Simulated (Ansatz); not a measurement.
# SnTe under changes of volume

One of the cells (31.281 Å³/atom); the others are scaled copies at fixed shape and fractional positions:

```
Te Sn
1.0
     0.00000    3.15085    3.15085
     3.15085    0.00000    3.15085
     3.15085    3.15085    0.00000
Te Sn
1 1
Direct
  0.50000 0.50000 0.50000
  0.00000 0.00000 0.00000
```

- Program: Ansatz 0.2.0
- Functional: PBEsol
- Dispersion: D3(BJ)
- Potentials or basis: Ansatz PAW
- Cutoff: 420 eV (not typed: the program's choice for these potentials)
- k mesh: 7 × 7 × 7
- Occupations: fermi-dirac, width 0.05 eV
- Spin: no spin polarisation

```csv
volume (Å³/atom),energy over the lowest point (meV/atom),pressure (GPa)
29.404,0.04,0.6
30.030,0.00,-0.5
30.656,3.99,-1.5
31.281,11.59,-2.4
31.907,?,?
32.532,35.96,-3.8
33.158,51.91,-4.3
```

Problem. What does the run at 31.907 Å³/atom give?

Solution. Energy over the lowest point 22.37 meV/atom; pressure -3.1 GPa.

Worked out: A Birch-Murnaghan fit of order 3 (a polynomial in V^(-2/3)) to the other rows has its minimum at 29.72 Å³/atom with B0 = V·E''(V) = 53 GPa and B' = 5.2. It gives 22.40 meV/atom at 31.907 Å³/atom, against the run's 22.37, and -dE/dV = -3.1 GPa, against -3.1.

Energies are extrapolated to zero smearing.

Caveats: the PAW data sets come from PBE, with cores solved anew for the run's functional, which leaves a small shift of forces and pressure.
